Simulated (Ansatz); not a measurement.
## CuO: how the SCF end depends on the start

The cell (4 atoms) is CuO as an experimental structure (space group C2/c). Source: COD entry 9014934, which need not be the ambient phase.

```yaml
crystal:
  lattice:
    - [2.33660, -1.73850, 0.00000]
    - [2.33660, 1.73850, 0.00000]
    - [-0.76216, 0.00000, 5.06194]
  atoms:
    - { symbol: Cu, position: [0.00000, 0.50000, 0.00000] }
    - { symbol: Cu, position: [0.50000, 0.00000, 0.50000] }
    - { symbol: O, position: [0.54830, 0.45170, 0.25000] }
    - { symbol: O, position: [0.45170, 0.54830, 0.75000] }
```

Site labels below count the atoms in this order, from 1.

All numbers below come from DFT, PBE, PAW, plane waves, scalar-relativistic in Ansatz development build ahead of 0.2.0.

| Setting | Value |
| --- | --- |
| Plane-wave cutoff | 420 eV |
| k-point mesh | 7×7×4 (Γ-centred) |
| Occupations | Fermi–Dirac smearing, 0.03 eV |

A semilocal functional without U tends to delocalise d and f electrons, and can give a metal where the real compound is an insulator.

The run was started with:
```sh
ansatz run input.yaml --threads 2 --pin off --max-ram 5120MiB --backend cpu --events-out ev --progress --plain --runs-dir out
```

Machine: 2 threads of Intel(R) Xeon(R) Platinum 8488C (Sapphire Rapids), on a shared host.

A plain SCF has the search for lower states switched off and ends at the first converged state.

| start | iterations | wall time (s) | final moments of Cu1 Cu2 (μB) | total (μB) | gap (eV) | pressure (GPa) | F − F(lowest) (meV/atom) |
| --- | --- | --- | --- | --- | --- | --- | --- |
| parallel moments, plain SCF [Cu1 1.00, Cu2 1.00 μB] | 19 | 8.7 | 0.00 0.00 | 0.00 | none | 7.1 | 0.0 |
| opposed moments +-, plain SCF [Cu1 1.00, Cu2 -1.00 μB] | 24 | 17 | 0.00 0.00 | 0.00 | none | 7.1 | 0.0 |
| no spin polarisation | 6 | 3.8 | 0.00 0.00 | 0.00 | none | 7.1 | 0.0 |
| spin on, no moments given (the program may seed its own), plain SCF | 14 | 6.8 | 0.00 0.00 | 0.00 | none | 7.1 | 0.0 |
| parallel moments scaled by 1.5, plain SCF [Cu1 1.50, Cu2 1.50 μB] | 20 | 12 | 0.00 0.00 | 0.00 | none | 7.1 | 0.0 |

The 5 converged runs end in 1 distinct state. The lowest is non-magnetic, no gap on the k-mesh; it was reached by 5 starts. Spin polarisation gains nothing here: every starting moment dies out. These are lowest states among those tried, not proven ground states.
